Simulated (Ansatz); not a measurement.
Runs of Ansatz 0.2.0 on TiC. Symmetry: Fm-3m, No. 225, cubic system. The conventional cell has a = 4.331 Å, b = 4.331 Å, c = 4.331 Å, α = 90.00°, β = 90.00°, γ = 90.00°. Around Ti (site symmetry m-3m) lie 6 C at 2.17 Å. C (site symmetry m-3m) is surrounded by 6 Ti at 2.17 Å. The cell is a database's computed one.

```csv
task,level,cell,cutoff (eV),points for each segment of the path,gap on the mesh (eV),pressure (GPa),relaxed volume (Å³/atom)
band structure,BLYP,as given,420,14,none,8.3,-
band structure,r2SCAN,as given,500,14,none,-0.7,-
relaxation of cell and atoms,revPBE,relaxed,420,-,-,0.0,10.31
relaxation of cell and atoms,PBEsol+D3(BJ),relaxed,420,-,none,0.0,(a)
relaxation of cell and atoms,RPBE+D3(BJ),relaxed,420,-,none,0.0,8.88
relaxation of cell and atoms,PBEsol+D4,relaxed,420,-,-,0.0,9.79
relaxation of cell and atoms,BLYP,relaxed,420,-,-,0.0,(b)
```

Alike in all rows: potentials or basis Ansatz PAW; no spin polarisation; k mesh 11 × 11 × 11; smearing fermi-dirac 0.05 eV.

Question: Estimate the missing entries.

Answer: (a) 9.64; (b) 10.50.

Caveats: the PAW data sets come from PBE, with cores solved anew for the run's functional, which leaves a small shift of forces and pressure; the plane-wave basis is chosen anew once the cell has moved, so the energies of steps on either side of that aren't comparable (some runs); pairwise dispersion overbinds metals, which lowers pressure and volume (some runs).

A gap of «none» marks a metal or a gap under the smearing width.

Runs at the PBE level aren't shown here.
